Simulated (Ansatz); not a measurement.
# TaN/AlN/HfN: conductance against the thickness of the layer, part 6 of 7

Aim: the conductance of TaN/AlN/HfN junctions as the barrier thickens. The lower electrode is TaN rock salt(111), the upper one HfN rock salt(111); the barrier is AlN wurtzite(0001) (whole bilayers). In the first transport cell, after relaxation, the nearest pair of electrode and barrier is Ta–N at 2.08 Å, along the normal, at the lower face and Hf–Al at 3.02 Å, at a slant, at the upper one. All share a net of side 3.128 Å, which strains the lower electrode by +0.1 %, the upper one by -2.4 % and the barrier by -0.1 %, against typed lattice constants near PBE's. The first steps treat the bulk electrodes alone.

Ansatz 0.2.0; PBE DFT, plane waves, PAW files (the session's first sound run).

So far, transmission at the Fermi level (a spin, zone mean): step 5 (the open system: T(E)) 5.2e-4; step 6 (conductance, atomic planes in the barrier 4, gap between the electrodes 7.6 Å) 0.0264; step 7 (conductance on a fine mesh, 38 atoms) 4.7e-4. Also channels of the lower lead: step 5 1.88; step 7 1.85.

**8. Conductance, atomic planes in the barrier 12, gap between the electrodes 17.64 Å**

Level of this step: PBE DFT, plane waves, PAW files; ballistic transmission by layer matching between semi-infinite leads (Ansatz).

System of this step: TaN/AlN/HfN. The cell holds 42 atoms: 8 Ta, 20 N, 6 Al and 8 Hf. Its edges and angles: a = 3.128 Å, b = 3.128 Å, c = 68.226 Å, α = 90.0°, β = 90.0°, γ = 120.0°. Regions: left electrode, 15 atoms (8 Ta and 7 N); barrier, 12 atoms (6 N and 6 Al); right electrode, 15 atoms (8 Hf and 7 N). Vacuum lies along c.

Barrier layers are added or taken out in the middle, and the relaxed faces stay.

input.yaml reads:

```yaml
crystal:
  lattice:
    - [3.128, 0.0, 0.0]
    - [-1.564, 2.708927463, 0.0]
    - [0.0, 0.0, 68.2256014542]
  atoms:
    - { symbol: Ta, position: [0.33333333, 0.66666667, 0.1026007811] }
    - { symbol: "N", position: [0.66666667, 0.33333333, 0.1212369913] }
    - { symbol: Ta, position: [0.0, 0.0, 0.1398732016] }
    - { symbol: "N", position: [0.33333333, 0.66666667, 0.1585094118] }
    - { symbol: Ta, position: [0.66666667, 0.33333333, 0.1771456221] }
    - { symbol: "N", position: [0.0, 0.0, 0.1957818323] }
    - { symbol: Ta, position: [0.33333333, 0.66666667, 0.2144180425] }
    - { symbol: "N", position: [0.66666667, 0.33333333, 0.2330542528] }
    - { symbol: Ta, position: [0.0, 0.0, 0.251690463] }
    - { symbol: "N", position: [0.33333333, 0.66666667, 0.2703266733] }
    - { symbol: Ta, position: [0.66666667, 0.33333333, 0.2889628835] }
    - { symbol: "N", position: [0.0, 0.0, 0.3075990937] }
    - { symbol: Ta, position: [0.33333333, 0.66666667, 0.326235304] }
    - { symbol: "N", position: [0.66666667, 0.33333333, 0.3448715142] }
    - { symbol: Ta, position: [0.0, 0.0, 0.3646358548] }
    - { symbol: "N", position: [0.0, 0.0, 0.3951725512] }
    - { symbol: Al, position: [0.33333333, 0.66666667, 0.403207513] }
    - { symbol: "N", position: [0.33333333, 0.66666667, 0.4313279802] }
    - { symbol: Al, position: [0.0, 0.0, 0.4400484117] }
    - { symbol: "N", position: [0.0, 0.0, 0.4681203796] }
    - { symbol: Al, position: [0.33333333, 0.66666667, 0.4768599342] }
    - { symbol: "N", position: [0.33333333, 0.66666667, 0.5049018591] }
    - { symbol: Al, position: [0.0, 0.0, 0.5136222906] }
    - { symbol: "N", position: [0.0, 0.0, 0.5416942585] }
    - { symbol: Al, position: [0.33333333, 0.66666667, 0.5504338131] }
    - { symbol: "N", position: [0.33333333, 0.66666667, 0.5784757381] }
    - { symbol: Al, position: [0.0, 0.0, 0.587623377] }
    - { symbol: Hf, position: [0.33333333, 0.66666667, 0.6231780433] }
    - { symbol: "N", position: [0.66666667, 0.33333333, 0.6409390028] }
    - { symbol: Hf, position: [0.0, 0.0, 0.6606667117] }
    - { symbol: "N", position: [0.33333333, 0.66666667, 0.6803944207] }
    - { symbol: Hf, position: [0.66666667, 0.33333333, 0.7001221296] }
    - { symbol: "N", position: [0.0, 0.0, 0.7198498385] }
    - { symbol: Hf, position: [0.33333333, 0.66666667, 0.7395775475] }
    - { symbol: "N", position: [0.66666667, 0.33333333, 0.7593052564] }
    - { symbol: Hf, position: [0.0, 0.0, 0.7790329653] }
    - { symbol: "N", position: [0.33333333, 0.66666667, 0.7987606742] }
    - { symbol: Hf, position: [0.66666667, 0.33333333, 0.8184883832] }
    - { symbol: "N", position: [0.0, 0.0, 0.8382160921] }
    - { symbol: Hf, position: [0.33333333, 0.66666667, 0.857943801] }
    - { symbol: "N", position: [0.66666667, 0.33333333, 0.87767151] }
    - { symbol: Hf, position: [0.0, 0.0, 0.8973992189] }
kpoints:
  mp_grid: { grid: [12, 12, 1] }
scf:
  occupations: { method: fermi_dirac, width: 0.1 }
  max_iter: 150
hamiltonian:
  xc: pbe
output:
  transmission:
    kmesh: [30, 30]
    e_range: [-0.26, 0.27]
    de: 0.0375
    leads: [[6, 8], [34, 36]]
```

Run with:

```sh
$ ansatz run input.yaml --threads 4 --pin off --max-ram 12288MiB --backend cpu --events-out ev --progress --plain --runs-dir out
```

Numbers of over 12 decimals in the logs are rounded to 6 here.

The log of the run:

```text
[...]
Crystal: 42 atoms, lattice volume = 578.111 Å³
Basis set: ecut = 420 eV, 11209 PW (Γ)
Bands: 258, of which v1, the nominal top of the filled ones, is band 215 counted from 1 (214 counted from 0)
Symmetry: 6 space group operations
[...]
k-points: 19 of 144 (time reversal used)
[...]
channels       : 1.846667e0 a spin
[...]
slowest decay  : 0.0242 /Å at (0.3333, 0.3333)
[...]
filled         : 23.6 meV under the level at which it is neutral
    channels       : 1.240000e0 a spin
[...]
slowest decay  : 0.1684 /Å at (0.3333, 0.3000)
  junction   : crystal 0 to crystal 1, 17.05 to 50.30 Å
    transmission   : 1.256355e-5 a spin
[...]
resistance     : 8.2665e1 Ω µm² beyond half of each lead's own
[key lines of the parts left out:]
SCF converged after 12 iterations
Free energy (F): -216181.937091 eV
Fermi energy:    14.829954 eV
```

Wall time 5.8 min (4 threads of Arm Neoverse V1, shared host); peak memory 4.2 GiB; 22 min of CPU time.

G = 1.2e10 S/m² (1/G = 82.7 Ω µm²), 0.029 times the step before of this kind. The largest error estimate is 34 %, from the leads' potential steps. In the worse lead the potential repeats within 23 meV, which the program lets pass, though it still puts 34 % of error on the junction's conductance through them.

**9. Conductance on a fine mesh, atomic planes in the barrier 16, gap between the electrodes 22.66 Å**

System of this step: TaN/AlN/HfN. The cell holds 46 atoms: 8 Ta, 22 N, 8 Al and 8 Hf. Its edges and angles: a = 3.128 Å, b = 3.128 Å, c = 73.245 Å, α = 90.0°, β = 90.0°, γ = 120.0°. Regions: left electrode, 15 atoms (8 Ta and 7 N); barrier, 16 atoms (8 N and 8 Al); right electrode, 15 atoms (8 Hf and 7 N). Vacuum lies along c.

Barrier layers are added or taken out in the middle, and the relaxed faces stay.

input.yaml reads:

```yaml
crystal:
  lattice:
    - [3.128, 0.0, 0.0]
    - [-1.564, 2.708927463, 0.0]
    - [0.0, 0.0, 73.245223595]
  atoms:
    - { symbol: Ta, position: [0.33333333, 0.66666667, 0.0955693717] }
    - { symbol: "N", position: [0.66666667, 0.33333333, 0.1129284102] }
    - { symbol: Ta, position: [0.0, 0.0, 0.1302874486] }
    - { symbol: "N", position: [0.33333333, 0.66666667, 0.1476464871] }
    - { symbol: Ta, position: [0.66666667, 0.33333333, 0.1650055255] }
    - { symbol: "N", position: [0.0, 0.0, 0.1823645639] }
    - { symbol: Ta, position: [0.33333333, 0.66666667, 0.1997236024] }
    - { symbol: "N", position: [0.66666667, 0.33333333, 0.2170826408] }
    - { symbol: Ta, position: [0.0, 0.0, 0.2344416793] }
    - { symbol: "N", position: [0.33333333, 0.66666667, 0.2518007177] }
    - { symbol: Ta, position: [0.66666667, 0.33333333, 0.2691597562] }
    - { symbol: "N", position: [0.0, 0.0, 0.2865187946] }
    - { symbol: Ta, position: [0.33333333, 0.66666667, 0.3038778331] }
    - { symbol: "N", position: [0.66666667, 0.33333333, 0.3212368715] }
    - { symbol: Ta, position: [0.0, 0.0, 0.3396467276] }
    - { symbol: "N", position: [0.0, 0.0, 0.3680906913] }
    - { symbol: Al, position: [0.33333333, 0.66666667, 0.3755750032] }
    - { symbol: "N", position: [0.33333333, 0.66666667, 0.4017683261] }
    - { symbol: Al, position: [0.0, 0.0, 0.4098911312] }
    - { symbol: "N", position: [0.0, 0.0, 0.4360392785] }
    - { symbol: Al, position: [0.33333333, 0.66666667, 0.4441798963] }
    - { symbol: "N", position: [0.33333333, 0.66666667, 0.4703000595] }
    - { symbol: Al, position: [0.0, 0.0, 0.4784228647] }
    - { symbol: "N", position: [0.0, 0.0, 0.504571012] }
    - { symbol: Al, position: [0.33333333, 0.66666667, 0.5127116298] }
    - { symbol: "N", position: [0.33333333, 0.66666667, 0.538831793] }
    - { symbol: Al, position: [0.0, 0.0, 0.5469545981] }
    - { symbol: "N", position: [0.0, 0.0, 0.5731027454] }
    - { symbol: Al, position: [0.33333333, 0.66666667, 0.5812433632] }
    - { symbol: "N", position: [0.33333333, 0.66666667, 0.6073635264] }
    - { symbol: Al, position: [0.0, 0.0, 0.6158842618] }
    - { symbol: Hf, position: [0.33333333, 0.66666667, 0.6490023052] }
    - { symbol: "N", position: [0.66666667, 0.33333333, 0.6655460754] }
    - { symbol: Hf, position: [0.0, 0.0, 0.6839218102] }
    - { symbol: "N", position: [0.33333333, 0.66666667, 0.702297545] }
    - { symbol: Hf, position: [0.66666667, 0.33333333, 0.7206732799] }
    - { symbol: "N", position: [0.0, 0.0, 0.7390490147] }
    - { symbol: Hf, position: [0.33333333, 0.66666667, 0.7574247496] }
    - { symbol: "N", position: [0.66666667, 0.33333333, 0.7758004844] }
    - { symbol: Hf, position: [0.0, 0.0, 0.7941762192] }
    - { symbol: "N", position: [0.33333333, 0.66666667, 0.8125519541] }
    - { symbol: Hf, position: [0.66666667, 0.33333333, 0.8309276889] }
    - { symbol: "N", position: [0.0, 0.0, 0.8493034238] }
    - { symbol: Hf, position: [0.33333333, 0.66666667, 0.8676791586] }
    - { symbol: "N", position: [0.66666667, 0.33333333, 0.8860548934] }
    - { symbol: Hf, position: [0.0, 0.0, 0.9044306283] }
kpoints:
  mp_grid: { grid: [12, 12, 1] }
scf:
  occupations: { method: fermi_dirac, width: 0.1 }
  max_iter: 150
hamiltonian:
  xc: pbe
output:
  transmission:
    kmesh: [30, 30]
    e_range: [-0.26, 0.27]
    de: 0.0375
    leads: [[6, 8], [38, 40]]
```

The log of the run:

```text
[...]
Crystal: 46 atoms, lattice volume = 620.645 Å³
Basis set: ecut = 420 eV, 12065 PW (Γ)
Bands: 269, of which v1, the nominal top of the filled ones, is band 223 counted from 1 (222 counted from 0)
Symmetry: 6 space group operations
[...]
k-points: 19 of 144 (time reversal used)
[...]
channels       : 1.846667e0 a spin
[...]
slowest decay  : 0.0242 /Å at (0.3333, 0.3333)
[...]
filled         : 23.6 meV under the level at which it is neutral
    channels       : 1.240000e0 a spin
[...]
slowest decay  : 0.1684 /Å at (0.3333, 0.3000)
  junction   : crystal 0 to crystal 1, 17.05 to 55.32 Å
    transmission   : 2.436643e-7 a spin
[...]
resistance     : 4.3636e3 Ω µm² beyond half of each lead's own
[key lines of the parts left out:]
SCF converged after 13 iterations
Free energy (F): -218030.445306 eV
Fermi energy:    14.436636 eV
```

It took 6.7 min on 4 threads; peak memory 4.6 GiB; 25 min of CPU time.

One spin. Table of transmission, zone mean by energy, zero at the Fermi level:

| energy (eV) | transmission, zone mean |
| --- | --- |
| -0.260 | 4.3e-7 |
| -0.223 | 4.0e-7 |
| -0.185 | 3.5e-7 |
| -0.147 | 3.1e-7 |
| -0.110 | 2.4e-7 |
| -0.072 | 2.2e-7 |
| -0.035 | 2.2e-7 |
| 0.003 | 2.4e-7 |
| 0.040 | 2.7e-7 |
| 0.077 | 3.2e-7 |
| 0.115 | 3.8e-7 |
| 0.152 | 3.7e-7 |
| 0.190 | 3.1e-7 |
| 0.228 | 2.7e-7 |
| 0.265 | 2.6e-7 |

G = 2.3e8 S/m² (1/G = 4364 Ω µm²), 0.019 times the step before of this kind. The largest error estimate is 17 %, from the leads' potential steps. In the worse lead the potential repeats within 23 meV, which the program lets pass, though it still puts 17 % of error on the junction's conductance through them.

**10. The series together**

Times are for 4 threads of Arm Neoverse V1, shared host. The runs compared:

| no. | gap between the electrodes (Å) | junction conductance (S/m²) | resistance-area product beyond the leads (Ω um²) | time | memory (GiB) |
| --- | --- | --- | --- | --- | --- |
| 1 | 7.6 | 2.30e13 | 0.04283 | 4.4 min | 3.4 |
| 2 | 12.62 | 4.13e11 | 2.420 | 4.9 min | 3.8 |
| 3 | 17.64 | 1.21e10 | 82.67 | 5.8 min | 4.2 |
| 4 | 22.66 | 2.29e8 | 4364 | 6.7 min | 4.6 |

The runs together. Table of transmission, zone mean by energy, zero at the Fermi level:

| energy (eV) | 7.6 | 12.62 | 17.64 | 22.66 |
| --- | --- | --- | --- | --- |
| -0.260 | 0.0244 | 4.3e-4 | 1.0e-5 | 4.3e-7 |
| -0.223 | 0.0252 | 4.3e-4 | 9.9e-6 | 4.0e-7 |
| -0.185 | 0.0257 | 4.2e-4 | 9.5e-6 | 3.5e-7 |
| -0.147 | 0.0264 | 4.4e-4 | 9.1e-6 | 3.1e-7 |
| -0.110 | 0.0260 | 4.2e-4 | 8.7e-6 | 2.4e-7 |
| -0.072 | 0.0262 | 4.4e-4 | 8.9e-6 | 2.2e-7 |
| -0.035 | 0.0248 | 4.0e-4 | 1.0e-5 | 2.2e-7 |
| 0.003 | 0.0264 | 4.7e-4 | 1.3e-5 | 2.4e-7 |
| 0.040 | 0.0236 | 4.8e-4 | 1.6e-5 | 2.7e-7 |
| 0.077 | 0.0275 | 5.7e-4 | 2.2e-5 | 3.2e-7 |
| 0.115 | 0.0299 | 6.4e-4 | 2.8e-5 | 3.8e-7 |
| 0.152 | 0.0256 | 5.5e-4 | 2.6e-5 | 3.7e-7 |
| 0.190 | 0.0227 | 4.2e-4 | 1.8e-5 | 3.1e-7 |
| 0.228 | 0.0220 | 3.6e-4 | 1.3e-5 | 2.7e-7 |
| 0.265 | 0.0230 | 3.5e-4 | 1.1e-5 | 2.6e-7 |

**11. Fit against thickness**

This step: Fit of the logarithm of the conductance against the barrier's thickness, from PBE DFT, plane waves, PAW files (Ansatz 0.2.0).

No new run: the logarithm is fitted against the thickness.

This step gave:

```
decay constant of the conductance : 0.76 Å⁻¹
r.m.s. misfit of ln G             : 0.1
```

From the end points alone, β = ln(2.3e+13 / 2.29e+08) / 15.06 Å = 11.51 / 15.06 Å = 0.76 Å⁻¹.

(Part 6 of 7 ends here.)

[Logs are printed without paths, hosts, clocks, repeated set-up lines and the standing remarks that a program may print on its own settings, such as how far it seeks lower states.]

[Hosts, paths, dates, database ids (printed as entryN), source tags and the programs' standing remarks are cut or masked in the printed files.]
